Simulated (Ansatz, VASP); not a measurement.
One calculation of BAs, two programs

```
CELL_PARAMETERS angstrom
5.60478 0.00000 0.00000
0.00000 5.60478 0.00000
0.00000 0.00000 3.05972
ATOMIC_POSITIONS crystal
B 0.66924 0.66924 0.50000
B 0.16924 0.83076 0.25000
B 0.33076 0.33076 0.00000
B 0.83076 0.16924 0.75000
As 0.83076 0.83076 0.00000
As 0.33076 0.66924 0.75000
As 0.16924 0.16924 0.50000
As 0.66924 0.33076 0.25000
```

Alike in both runs: task single point; functional PBE; k mesh 4 × 4 × 6; occupations gaussian, width 0.1 eV; no spin polarisation.

|  | VASP | Ansatz |
| --- | --- | --- |
| version | VASP 6.6.1 | Ansatz 0.2.0 |
| potentials or method | VASP PAW PBE potentials, release 64 (B, As) | scalar-relativistic, plane waves, PAW |
| plane-wave cutoff (eV) | 520 | 420 |
| valence electrons in the cell | 32 | 72 |

|  | VASP | Ansatz | Ansatz less VASP |
| --- | --- | --- | --- |
| gap on the k mesh at the Fermi level (eV) | none | none | - |
| pressure (GPa) | 27.5 | 26.4 | -1.08 |
| largest component of the traceless stress (GPa) | 12.39 | 12.23 | -0.162 |
| rms of the force components (eV/Å) | 0.390 | 0.393 | +0.0032 |

Atom by atom the forces differ by 0.003 eV/Å (rms over components). A gap of «none» marks a metal or a gap that the smearing closes. The two sets of potentials don't hold the same shells in valence.

Caveats: so large a pressure means that the cell lies far from this level's equilibrium, or that cutoff or potentials fall short (VASP).
